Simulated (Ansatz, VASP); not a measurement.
# BN in VASP and in Ansatz

```xyz
4
Lattice="2.5040 0.0000 0.0000 -1.2520 2.1685 0.0000 0.0000 0.0000 6.6612" Properties=species:S:1:pos:R:3 pbc="T T T"
B     0.0000    1.4457    1.6653
B     1.2520    0.7228    4.9959
N    -0.0541    1.4144    4.9959
N     1.1979    0.6916    1.6653
```

Change from the starting cell: all N atoms moved +0.062 Å, as atom 3 towards its neighbour atom 2 (B) at 1.446 Å.

Alike in both runs: task single point; functional PBE; k mesh 12 × 12 × 4; occupations gaussian, width 0.05 eV; no spin polarisation.

|  | VASP | Ansatz |
| --- | --- | --- |
| version | VASP 6.6.1 | Ansatz 0.2.0 |
| potentials or method | VASP PAW PBE potentials, release 64 (B, N) | scalar-relativistic, plane waves, PAW |
| plane-wave cutoff (eV) | 520 | 420 |
| valence electrons in the cell | 16 | 16 |

```csv
,VASP,Ansatz,Ansatz less VASP
gap on the k mesh at the Fermi level (eV),4.19,4.20,+0.007
least direct gap on the mesh (eV),4.58,4.59,+0.006
pressure (GPa),4.9,4.8,-0.04
largest component of the traceless stress (GPa),2.17,1.99,-0.185
rms of the force components (eV/Å),1.504,1.508,+0.0046
```

Atom by atom the forces differ by 0.005 eV/Å (rms over components). With one functional, cell and mesh, what is left measures potentials, basis and numerics.

Caveats: this functional lacks dispersion, which binds the layers, so the pressure and a relaxed spacing across them are unreliable; forces of over 1 eV/Å show positions far from the minimum, so gaps and moduli don't describe the material at rest. A k mesh can miss the band edges.
